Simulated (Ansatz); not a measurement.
## LaGaS3 (model cell, started as cubic perovskite with Ga in the octahedra): a soft mode frozen in

Wanted: the energy along a soft mode of LaGaS3 (model cell, started as cubic perovskite with Ga in the octahedra) and the structure at the end.

Method: DFT PBEsol, scalar-relativistic, plane waves, PAW; PAW set soft_1, in Ansatz 0.2.0.

The structure was built from a prototype and need not be the compound's stable phase.

### Step 1. Set-up

The structure is cubic, space group Pm-3m (No. 221). Conventional cell: a = 4.679 Å, b = 4.679 Å, c = 4.679 Å, α = 90.00°, β = 90.00°, γ = 90.00°. La has 12 S at 3.31 Å nearest. Ga has 6 S at 2.34 Å nearest. Nearest to S lie 2 Ga at 2.34 Å and 4 La at 3.31 Å. Farther neighbours and most contacts between anions are not listed.

As a file:

```cif
data_structure
_symmetry_space_group_name_H-M 'P 1'
_symmetry_Int_Tables_number 1
_cell_length_a 4.6786
_cell_length_b 4.6786
_cell_length_c 4.6786
_cell_angle_alpha 90.000
_cell_angle_beta 90.000
_cell_angle_gamma 90.000
_cell_volume 102.41
loop_
_atom_site_label
_atom_site_type_symbol
_atom_site_fract_x
_atom_site_fract_y
_atom_site_fract_z
_atom_site_occupancy
La1 La 0.00000 0.00000 0.00000 1
Ga2 Ga 0.50000 0.50000 0.50000 1
S3 S 0.50000 0.50000 0.00000 1
S4 S 0.50000 0.00000 0.50000 1
S5 S 0.00000 0.50000 0.50000 1
```

### Step 2. Response at finite wavevector

The cell comes from relaxations at this level that are not shown. Stability and thermal properties need the whole zone. Linear response on a 4×4×4 q mesh gives force constants as far as a supercell of that size would.

The input, input.yaml:

```yaml
crystal:
  lattice:
    - [4.6785878409, 0.0, 0.0]
    - [0.0, 4.6785878409, 0.0]
    - [0.0, 0.0, 4.6785878409]
  atoms:
    - { symbol: La, position: [0.0, 0.0, 0.0] }
    - { symbol: Ga, position: [0.5, 0.5, 0.5] }
    - { symbol: S, position: [0.5, 0.5, 0.0] }
    - { symbol: S, position: [0.5, 0.0, 0.5] }
    - { symbol: S, position: [0.0, 0.5, 0.5] }
kpoints:
  mp_grid: { grid: [8, 8, 8] }
hamiltonian:
  xc: pbesol
  pseudopotentials: { kind: paw, azcp: { folder: soft_1 }, xc_functional: pbe }
scf:
  occupations: { method: methfessel_paxton, width: 0.2 }
output:
  eigenvalues: true
phonons:
  method: dfpt
  qmesh: [4, 4, 4]
  temperatures: { t_max: 1000, t_step: 50 }
  qpath:
    path:
      - [[0.0, 0.0, 0.0], [0.0, 0.5, 0.0], [0.5, 0.5, 0.0], [0.0, 0.0, 0.0], [0.5, 0.5, 0.5], [0.0, 0.5, 0.0]]
      - [[0.5, 0.5, 0.5], [0.5, 0.5, 0.0]]
    npoints: 10
```

Command:

```sh
$ ansatz run input.yaml --threads 8 --pin off --max-ram 16384MiB --backend cpu --events-out ev --progress --plain --runs-dir out
```

Numbers of over 12 decimals in the logs are rounded to 6 here.

Log:

```text
Engine: ansatz 0.2.0, aarch64-unknown-linux-gnu
Pseudopotentials: kind: paw
Pseudopotential: La, paw, valence charge 11, recommended cutoff 420 eV (normal), soft_1/La.paw.azcp
Pseudopotential: Ga, paw, valence charge 13, recommended cutoff 420 eV (normal), soft_1/Ga.paw.azcp
Pseudopotential: S, paw, valence charge 6, recommended cutoff 420 eV (normal), soft_1/S.paw.azcp
Functional definition: PBEsol
  exchange = pbesol_x
  correlation = pbesol_c
Crystal: 5 atoms, lattice volume = 102.410 Å³
Basis set: ecut = 420 eV, 2007 PW (Γ), exchange–correlation on 64×64×64 points (8 copies of the dense FFT grid, shifted against one another)
Bands: 26, of which v1, the nominal top of the filled ones, is band 21 counted from 1 (20 counted from 0)
Symmetry: 48 space group operations
k-points: 35 of 512
Non-local potential: La, projectors of the file, l = 0: 3, l = 1: 2, l = 2: 2, l = 3: 3
Non-local potential: Ga, projectors of the file, l = 0: 2, l = 1: 2, l = 2: 3, l = 3: 1
Non-local potential: S, projectors of the file, l = 0: 2, l = 1: 2, l = 2: 1
PAW form: soft (Blöchl's): semilocal exchange-correlation on the pseudo side does not see the compensation charge
PAW frozen core: La, regenerated for the run's functional, and the local potential with it (the file was generated under x = pbe(κ = 0.804, μ = 0.219515), c = pbe(β = 0.066725))
PAW frozen core: Ga, regenerated for the run's functional, and the local potential with it (the file was generated under x = pbe(κ = 0.804, μ = 0.219515), c = pbe(β = 0.066725))
PAW frozen core: S, regenerated for the run's functional, and the local potential with it (the file was generated under x = pbe(κ = 0.804, μ = 0.219515), c = pbe(β = 0.066725))
PAW one-centre angular grid: La, 590 points (default); XC on 64 Gauss nodes
PAW one-centre angular grid: Ga, 590 points (default); XC on 64 Gauss nodes
PAW one-centre angular grid: S, 110 points (default); XC on 64 Gauss nodes
Initial density: superposition of atomic densities (chi_scale 0.1, normalization cell, long waves kept (reshape's long-wave potential 0.00 eV rms))
Initial wavefunctions: pseudopotential atomic-orbital guess
Functional: x = pbesol(κ = 0.804, μ = 0.123457), c = pbesol(β = 0.046)
SCF iter   1: F=—  HF=-12565.457446 eV  |F-HF|=—  |Δ(HF+E_count)|=         —  Δρ=3.95e-2  dr2=2.44e0  ethr=3.10e-3  ⟨swp⟩=7.8  Hψ=16072  notcnv=0  defer=21
automatic band count: the SCF goes on with 31 bands, as 26 were too few: they end inside the smearing window of the response
automatic band count: the SCF goes on with 41 bands, as 31 were too few: they end inside the smearing window of the response
preconditioner: auto → Kerker (q_TF=auto, 2.352 Å⁻¹)  [metal: Δε(μ)=0.036 eV  Ē_g=12.885 eV  σ=0.200 eV  W_gap=0.15  n_scr=26 (ndim 8)  ℏωp=23.2 eV  f_vac=0.000  D(μ)=1.47/eV (n_scr^D=6)]
SCF iter   2: F=—  HF=-12565.252579 eV  |F-HF|=—  |Δ(HF+E_count)|=   2.05e-1  S|Δr|=    0.00e0  Δρ=2.45e-2  dr2=9.67e-1  ethr=3.10e-3  ⟨swp⟩=1.9  Hψ=1877  notcnv=0  defer=82
SCF iter   3: F=—  HF=-12565.105732 eV  |F-HF|=—  |Δ(HF+E_count)|=   1.47e-1  S|Δr|=    0.00e0  Δρ=7.91e-3  dr2=1.17e-1  ethr=2.30e-3  ⟨swp⟩=2.0  Hψ=1706  notcnv=0  defer=82
SCF iter   4: F=—  HF=-12565.082801 eV  |F-HF|=—  |Δ(HF+E_count)|=   2.29e-2  S|Δr|=    0.00e0  Δρ=5.10e-3  dr2=4.24e-2  ethr=2.78e-4  ⟨swp⟩=2.0  Hψ=2379  notcnv=0  defer=169
SCF iter   5: F=—  HF=-12565.071833 eV  |F-HF|=—  |Δ(HF+E_count)|=   1.10e-2  S|Δr|=    0.00e0  Δρ=1.97e-3  dr2=2.01e-3  ethr=1.01e-4  ⟨swp⟩=2.0  Hψ=2220  notcnv=0  defer=202
SCF iter   6: F=—  HF=-12565.070978 eV  |F-HF|=—  |Δ(HF+E_count)|=   8.55e-4  S|Δr|=    0.00e0  Δρ=4.62e-4  dr2=2.12e-4  ethr=4.78e-6  ⟨swp⟩=2.5  Hψ=1536  notcnv=0  defer=211
SCF iter   7: F=—  HF=-12565.070931 eV  |F-HF|=—  |Δ(HF+E_count)|=   4.70e-5  S|Δr|=    0.00e0  Δρ=5.26e-5  dr2=5.79e-6  ethr=5.04e-7  ⟨swp⟩=2.1  Hψ=1674  notcnv=0  defer=211
SCF iter   8: F=—  HF=-12565.070931 eV  |F-HF|=—  |Δ(HF+E_count)|=   4.98e-7  S|Δr|=    0.00e0  Δρ=1.42e-5  dr2=5.90e-7  ethr=1.38e-8  ⟨swp⟩=2.0  Hψ=1776  notcnv=0  defer=211
SCF iter   9: F=—  HF=-12565.070931 eV  |F-HF|=—  |Δ(HF+E_count)|=   1.27e-9  S|Δr|=    0.00e0  Δρ=4.20e-6  dr2=3.06e-8  ethr=1.40e-9  ⟨swp⟩=2.3  Hψ=1698  notcnv=0  defer=257
SCF iter  10: F=—  HF=-12565.070931 eV  |F-HF|=—  |Δ(HF+E_count)|=  3.93e-10  S|Δr|=    0.00e0  Δρ=6.56e-7  dr2=4.45e-10  ethr=7.28e-11  ⟨swp⟩=2.1  Hψ=1493  notcnv=0  defer=257
SCF iter  11: F=—  HF=-12565.070931 eV  |F-HF|=—  |Δ(HF+E_count)|=  1.11e-10  S|Δr|=    0.00e0  Δρ=1.69e-7  dr2=3.50e-11  ethr=1.06e-12  ⟨swp⟩=2.1  Hψ=1756  notcnv=0  defer=257
SCF iter  12: F=-12565.070931 eV  HF=-12565.070931 eV  |F-HF|=1.82e-12  |Δ(HF+E_count)|=  7.28e-12  S|Δr|=    0.00e0  Δρ=4.64e-8  dr2=1.49e-12  ethr=1.00e-12  ⟨swp⟩=13.6  Hψ=8862  notcnv=0
SCF 1 converged in 12 iterations: F = -12565.070931 eV  dr2 = 1.49e-12
  greatest PAW one-centre occupation: 0.995 electrons in one spin orbital (limit 2), on the Ga atom at site 1 (counted from 0), in its partial waves of l = 2
Initial density: read from a saved state, or passed on in memory by an earlier SCF of this step, an earlier step, the calling program or the single point that the run made first
iter 1 solved again at ethr=1.28e-7 eV; its pass at ethr=3.10e-3 eV (dr2=5.37e-5 eV) is discarded
SCF iter   1: F=—  HF=-12565.070932 eV  |F-HF|=—  |Δ(HF+E_count)|=         —  Δρ=6.92e-7  dr2=5.03e-10  ethr=1.28e-7  ⟨swp⟩=4.9  Hψ=7391  notcnv=0
eigensolver tolerance schedule: the retry pair's looser diagonalisation over-reported the residual by 106750.34 of it (diagonalisation noise at an unbounded share of the residual, at the tolerance the schedule requests for it); recorded, not acted on — ethr = c·dr2/N_el stays at c = 1.0e-1
preconditioner: auto → Kerker (q_TF=auto, 2.352 Å⁻¹)  [metal: Δε(μ)=0.072 eV  Ē_g=10.980 eV  σ=0.200 eV  W_gap=0.30  n_scr=26 (ndim 8)  ℏωp=23.2 eV  f_vac=0.000  D(μ)=1.23/eV (n_scr^D=6)]
SCF iter   2: F=—  HF=-12565.070931 eV  |F-HF|=—  |Δ(HF+E_count)|=   8.02e-7  S|Δr|=    0.00e0  Δρ=4.38e-7  dr2=2.29e-10  ethr=1.20e-12  ⟨swp⟩=4.7  Hψ=2823  notcnv=0
SCF iter   3: F=—  HF=-12565.070931 eV  |F-HF|=—  |Δ(HF+E_count)|=  4.73e-11  S|Δr|=    0.00e0  Δρ=2.58e-7  dr2=7.48e-11  ethr=1.00e-12  ⟨swp⟩=1.4  Hψ=931  notcnv=0
SCF iter   4: F=—  HF=-12565.070931 eV  |F-HF|=—  |Δ(HF+E_count)|=  1.46e-11  S|Δr|=    0.00e0  Δρ=1.54e-7  dr2=2.34e-11  ethr=1.00e-12  ⟨swp⟩=1.1  Hψ=912  notcnv=0
SCF iter   5: F=-12565.070931 eV  HF=-12565.070931 eV  |F-HF|=5.46e-12  |Δ(HF+E_count)|=  5.46e-12  S|Δr|=    0.00e0  Δρ=7.61e-8  dr2=5.38e-12  ethr=1.00e-12  ⟨swp⟩=3.2  Hψ=2005  notcnv=0
SCF 2 converged in 5 iterations: F = -12565.070931 eV  dr2 = 5.38e-12
phonons: the bands overlap, so this run is a metal and interpolates without the dipole-dipole term. If the crystal is really an insulator or semiconductor, its LO-TO splitting is missing
NSCF: frozen V_eff on 35 k-points
WARN: eigensolver did not converge in 2 slots of this pass, the one above among them; of largest residual over every band (k=15): 1 band(s) unlocked (lowest unlocked band 40, counted from 0; max residual 4.41e-5 eV among the unlocked bands, 4.41e-5 eV over every band); of lowest unlocked band (k=2): band 40
NSCF: frozen V_eff on 125 k-points
DFPT response loops at q = (0, 0, 0) (fractional): preconditioner auto → Kerker (q_TF=auto, 2.352 Å⁻¹) (partly filled bands, converged f_vac=0.000); β = 1.00, the filter's whole step (`scf.mixing.beta` (0.50) is not read by the response loops under this deck's `scf.mixing.preconditioner`; to damp them name `kerker` or `kerker_dos`, under which they read `scf.mixing.beta`, and type it under 1.00, their step now; both keys bind the ground state too); Broyden in place of MSR1
NSCF: frozen V_eff on 400 k-points
DFPT response loops at q = (0, 0, 0.25) (fractional): mixed as the last ones told, above
NSCF: frozen V_eff on 250 k-points
DFPT response loops at q = (0, 0, -0.5) (fractional): mixed as the last ones told, above
NSCF: frozen V_eff on 640 k-points
DFPT response loops at q = (0, 0.25, 0.25) (fractional): mixed as the last ones told, above
NSCF: frozen V_eff on 400 k-points
DFPT response loops at q = (0, 0.25, -0.5) (fractional): mixed as the last ones told, above
NSCF: frozen V_eff on 250 k-points
DFPT response loops at q = (0, -0.5, -0.5) (fractional): mixed as the last ones told, above
NSCF: frozen V_eff on 1024 k-points
DFPT response loops at q = (0.25, 0.25, 0.25) (fractional): mixed as the last ones told, above
NSCF: frozen V_eff on 640 k-points
DFPT response loops at q = (0.25, 0.25, -0.5) (fractional): mixed as the last ones told, above
NSCF: frozen V_eff on 400 k-points
DFPT response loops at q = (0.25, -0.5, -0.5) (fractional): mixed as the last ones told, above
NSCF: frozen V_eff on 250 k-points
DFPT response loops at q = (-0.5, -0.5, -0.5) (fractional): mixed as the last ones told, above
SCF converged after 12 iterations
Stability not checked: this state was not tested for a lower state beside it, because cold or Methfessel-Paxton smearing, or corrected tetrahedra, fill the levels in a way that the test cannot read (fill_not_monotonic; see scf.lower_state_search)
Free energy (F): -12565.070931 eV
Harris-Foulkes:  -12565.070931 eV  (|F-HF|=1.82e-12)
Internal energy: -12565.074777 eV  (E = F + TS)
E sigma→0 (E₀):  -12565.071892 eV
Entropy (-TS):   0.003846 eV (0.769 meV/atom)
Fermi energy:    9.243907 eV
--- Per-component energies (eV) ---
  E_band       = -45.771708
  E_kinetic    = 614.289070
  E_local      = -2293.233446  (includes V_loc(G=0)·N_el)
  E_nonlocal   = 104.968729
  E_hartree    = 1247.952263
  E_xc         = -469.357630
  E_vxc        = -449.492817  (∫ρ·V_xc dr)
  E_paw        = -9062.472231  (= ΣΔE_a)
  E_vpaw       = -518.207563  (= ΣTr[D̂ρ^β])
  E_aug_tail   = -0.000218  (compensation charges beyond the density's cutoff)
  E_ewald      = -2708.439177
  E_core_change = 1.217863  (= ΣΔE_core)
  E_smearing   = 0.003846  (= −TS)
  E_closure    = 0.000000  (closes the sum)
  Σ components = -12565.070931   (vs F -12565.070931, Δ=0.00e0)
--- Band table (eV; the first three rows and the last of 35) ---
  k-point 0: bands = [... 17 lower, 7.8415, 7.8415, 8.8069, 8.8069, 8.8069, 10.6306, 10.6306, 11.1184, ... 16 higher]
  k-point 1: bands = [... 17 lower, 7.7078, 7.7078, 8.6897, 8.6897, 8.7969, 10.7507, 10.8742, 11.0962, ... 16 higher]
  k-point 2: bands = [... 17 lower, 7.4575, 7.4575, 8.4091, 8.4091, 9.5470, 10.9537, 11.0653, 11.0770, ... 16 higher]
  k-point 34: bands = [... 17 lower, 8.9227, 9.3992, 9.3992, 9.3992, 11.0832, 11.0832, 11.0832, 11.1373, ... 16 higher]
--- Phonons (Γ-DFPT): 4 representative perturbations + reference (Σ response iterations 13) ---
  ASR residual: 8.147e-5 → 0.000e0 eV/Å²; symmetrization residual: 5.324e-6 eV/Å²
  ASR residual per site (eV/Å²): 7.86e-6 8.15e-5 1.65e-5 1.65e-5 1.65e-5
  Γ frequencies (cm⁻¹): -102.44 -102.44 -102.44 -98.45 -98.45 -98.45 0.00 0.00 0.00 49.53 49.53 49.53 356.78 356.78 356.78
--- Phonons (arbitrary-q DFPT): 10 irreducible q on the 4×4×4 mesh ---
  q = [0.0000, 0.0000, 0.0000] (star 1, of the zone-centre solve; hermiticity 8.89e-7, symmetrization 2.98e-12): -102.44 -102.44 -102.44 -98.45 -98.45 -98.45 -0.00 0.00 0.00 49.53 49.53 49.53 356.78 356.78 356.78
  q = [0.0000, 0.0000, 0.2500] (star 6, 9 solved perturbations in 1560 linear systems a pass and spin channel, the states on 200 of 512 k-point pairs; hermiticity 7.11e-7, symmetrization 2.80e-12): -94.76 -94.76 -81.03 -81.03 -80.37 26.13 32.42 32.42 62.02 62.02 75.53 139.58 356.73 359.03 359.03
  q = [0.0000, 0.0000, -0.5000] (star 3, 9 solved perturbations in 975 linear systems a pass and spin channel, the states on 125 of 512 k-point pairs; hermiticity 6.25e-7, symmetrization 2.98e-8): -89.28 -89.28 -57.22 -57.22 -53.21 33.32 33.32 54.07 73.94 73.94 129.30 207.63 350.36 363.13 363.13
  q = [0.0000, 0.2500, 0.2500] (star 12, 9 solved perturbations in 2460 linear systems a pass and spin channel, the states on 320 of 512 k-point pairs; hermiticity 6.69e-7, symmetrization 2.77e-13): -135.05 -106.14 -79.70 -64.35 -56.10 36.82 51.35 67.15 76.14 136.46 144.24 153.41 309.40 361.97 389.18
  q = [0.0000, 0.2500, -0.5000] (star 12, 15 solved perturbations on 200 of 512 k-point pairs; hermiticity 6.50e-7, symmetrization 2.96e-7): -144.67 -87.43 -85.34 -68.11 -33.79 35.02 72.18 79.48 85.64 157.57 162.82 210.95 278.30 366.02 394.09
  q = [0.0000, -0.5000, -0.5000] (star 3, 9 solved perturbations in 975 linear systems a pass and spin channel, the states on 125 of 512 k-point pairs; hermiticity 6.56e-7, symmetrization 8.13e-8): -164.65 -108.97 -108.97 -18.72 16.93 16.93 89.10 89.10 93.59 182.02 216.32 216.32 223.00 369.76 398.51
  q = [0.2500, 0.2500, 0.2500] (star 8, 4 solved perturbations in 1376 linear systems a pass and spin channel, the states on 512 of 512 k-point pairs; hermiticity 3.77e-7, symmetrization 4.60e-12): -144.05 -129.38 -129.38 -59.28 -59.28 31.53 101.08 101.08 149.36 151.15 151.15 165.27 307.15 307.15 413.33
  q = [0.2500, 0.2500, -0.5000] (star 12, 9 solved perturbations in 2460 linear systems a pass and spin channel, the states on 320 of 512 k-point pairs; hermiticity 5.70e-7, symmetrization 6.61e-8): -153.90 -139.65 -130.60 -62.32 -51.75 15.39 111.47 121.25 157.50 160.11 167.95 215.21 264.05 306.07 419.38
  q = [0.2500, -0.5000, -0.5000] (star 6, 9 solved perturbations in 1560 linear systems a pass and spin channel, the states on 200 of 512 k-point pairs; hermiticity 5.47e-7, symmetrization 8.88e-8): -174.14 -150.00 -150.00 -56.34 -56.34 -38.49 127.15 127.15 163.56 167.74 220.99 220.99 225.26 287.49 424.97
  q = [-0.5000, -0.5000, -0.5000] (star 1, 4 solved perturbations in 350 linear systems a pass and spin channel, the states on 125 of 512 k-point pairs; hermiticity 3.65e-7, symmetrization 1.30e-8): -185.03 -185.03 -185.03 -63.90 -63.90 -63.90 141.95 141.95 141.95 224.78 224.78 226.21 226.21 226.21 431.32
  sum rule: each row above includes the acoustic sum rule's correction from the zone centre's row sums; it moved no ω² by more than (0.56 cm⁻¹)²
  mesh force constants: q→R imaginary residual 7.32e-19; ASR residual 8.147e-5 → 0.000e0 eV/Å²; symmetrization residual 2.487e-14 eV/Å²
  interpolated dispersion: 62 rows × 15 modes
  density of states and harmonic sums: on the 16×16×16 q-mesh, interpolated from the force constants of a 4×4×4 supercell (no non-analytic term)
  largest difference from the sums on the solved wave vectors: F 4.28e-2 eV, S 5.10e-5 and C_V 1.08e-5 eV/K
  zero-point energy: 0.112531 eV/cell   skipped modes (ω ≤ 0): 874, of them read as no rigid motion or as one in doubt: 871 (5.219e0 modes/cell left out, lowest -185.03 cm⁻¹)   left out of the sums: 3.48e-1 of the cell's modes: C_V's classical limit lies that fraction below 3 k_B per atom; for a crystal, a wire or a layer, F and S can be off by more, and a phonons.interpolated_qmesh denser along its periods is the remedy for the sampling
```

The job ended after 11 min (8 threads of Arm Neoverse V1, shared host; peak memory 4.4 GiB).

Numbers from this step:

```yaml
volume_per_atom: 20.48 Å³
gap_on_the_k_mesh: 0 eV
sum_rule_residual_before_enforcement: 8.15e-5 eV/Å²
lowest_frequency_on_the_path: -185.0 cm⁻¹
point_group: m-3m
highest_frequency_on_the_path_or_at_a_solved_wavevector: 431.3 cm⁻¹
highest_optical_mode_at_the_zone_centre_no_lo_to_term: 356.8 cm⁻¹
lowest_optical_zone_centre_mode: -102.4 cm⁻¹
lowest_mode_on_the_q_mesh_acoustic_modes_at_gamma_apart: -185.0 cm⁻¹
```

Frequencies (cm⁻¹) solved at each irreducible wavevector; negative means imaginary. Frequencies by wavevector, by row:

```csv
q in reciprocal lattice units,star,mode 1,mode 2,mode 3,mode 4,mode 13,mode 14,mode 15
0 0 0,1,-102.4,-102.4,-102.4,-98.5,356.8,356.8,356.8
0 0 0.25,6,-94.8,-94.8,-81,-81,356.7,359,359
0 0 -0.5,3,-89.3,-89.3,-57.2,-57.2,350.4,363.1,363.1
0 0.25 0.25,12,-135.1,-106.1,-79.7,-64.3,309.4,362,389.2
0 0.25 -0.5,12,-144.7,-87.4,-85.3,-68.1,278.3,366,394.1
0 -0.5 -0.5,3,-164.7,-109,-109,-18.7,223,369.8,398.5
0.25 0.25 0.25,8,-144.1,-129.4,-129.4,-59.3,307.1,307.1,413.3
0.25 0.25 -0.5,12,-153.9,-139.7,-130.6,-62.3,264.1,306.1,419.4
0.25 -0.5 -0.5,6,-174.1,-150,-150,-56.3,225.3,287.5,425
-0.5 -0.5 -0.5,1,-185,-185,-185,-63.9,226.2,226.2,431.3
```

Interpolated from a 4×4×4 q mesh. The phonon branches at the labelled points (cm⁻¹):

```csv
point,branch 1,branch 2,branch 3,branch 4,branch 12,branch 13,branch 14,branch 15
Γ,-102,-102,-102,-98,50,357,357,357
halfway,-95,-95,-81,-81,140,357,359,359
X,-89,-89,-57,-57,208,350,363,363
halfway,-145,-87,-85,-68,211,278,366,394
M,-165,-109,-109,-19,216,223,370,398
halfway,-135,-106,-80,-64,153,309,362,389
Γ,-102,-102,-102,-98,50,357,357,357
halfway,-144,-129,-129,-59,165,307,307,413
R,-185,-185,-185,-64,226,226,226,431
halfway,-154,-140,-131,-62,215,264,306,419
X,-89,-89,-57,-57,208,350,363,363
jump to R,-185,-185,-185,-64,226,226,226,431
halfway,-174,-150,-150,-56,221,225,288,425
M,-165,-109,-109,-19,216,223,370,398
```

Symmetry leaves 10 wavevectors to solve. The lowest mode among them, the acoustic zeros apart, lies at q = (-0.5, -0.5, -0.5) and is imaginary, 185.0i cm⁻¹, so the energy falls along it.

[end of part 1 of 3]

[Logs are printed without paths, hosts, clocks, repeated set-up lines and the standing remarks that a program may print on its own settings, such as how far it seeks lower states.]

[Hosts, paths, dates, database ids (printed as entryN), source tags and the programs' standing remarks are cut or masked in the printed files.]
